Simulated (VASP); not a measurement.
## BeSe: relaxation of the atoms with PBE+D3(BJ)

BeSe:

```
Be Se
1.0
     0.00000    2.55645    2.55645
     2.55645    0.00000    2.55645
     2.55645    2.55645    0.00000
Be Se
1 1
Cartesian
  0.0000 0.0000 0.0000
  1.2782 1.2782 1.2782
```

```yaml
Program: VASP 6.6.1
Task: relaxation of the atoms
Functional: PBE
Dispersion: D3(BJ)
Potentials_or_basis: VASP PAW PBE potentials, release 64 (Be, Se)
Cutoff: 600 eV
k_mesh: 10 × 10 × 10
Occupations: gaussian, width 0.03 eV
Spin: no spin polarisation
Further_INCAR_settings: ALGO = Normal; EDIFF = 1e-07; IBRION = 2; EDIFFG = -0.01; NSW = 40
```

| Item | Value |
| --- | --- |
| Pressure after relaxing | 0.0 GPa |
| Band gap on the k mesh | 2.58 eV, indirect (least direct gap 4.50 eV) |
| Dispersion energy per atom | -0.322 eV |

Final structure:
```
CELL_PARAMETERS angstrom
0.00000 2.55645 2.55645
2.55645 0.00000 2.55645
2.55645 2.55645 0.00000
ATOMIC_POSITIONS crystal
Be 0.00000 0.00000 0.00000
Se 0.25000 0.25000 0.25000
```

Levels at points of the mesh, in eV from the valence-band top:
| k point | band 1 | band 2 | band 3 | band 4 | band 5 | band 6 | band 7 | band 8 |
| --- | --- | --- | --- | --- | --- | --- | --- | --- |
| (0.00, 0.00, 0.00) | -13.92 | 0.00 | 0.00 | 0.00 | 4.50 | 5.01 | 5.01 | 5.01 |
| (0.50, 0.00, 0.00) | -12.53 | -5.83 | -1.10 | -1.10 | 4.40 | 5.97 | 5.97 | 10.06 |
| (0.50, 0.50, 0.00) | -12.05 | -5.18 | -2.72 | -2.72 | 2.58 | 4.19 | 11.86 | 11.86 |

Wall time 8 s on 1 thread of AMD EPYC 9R45 96-Core Processor (Zen 5), with other jobs on the host, peak memory 0.15 GiB.

Caveat: the relaxation stopped at its first step, so nothing moved. PBE gaps usually lie below the measured ones, often by a third to a half.
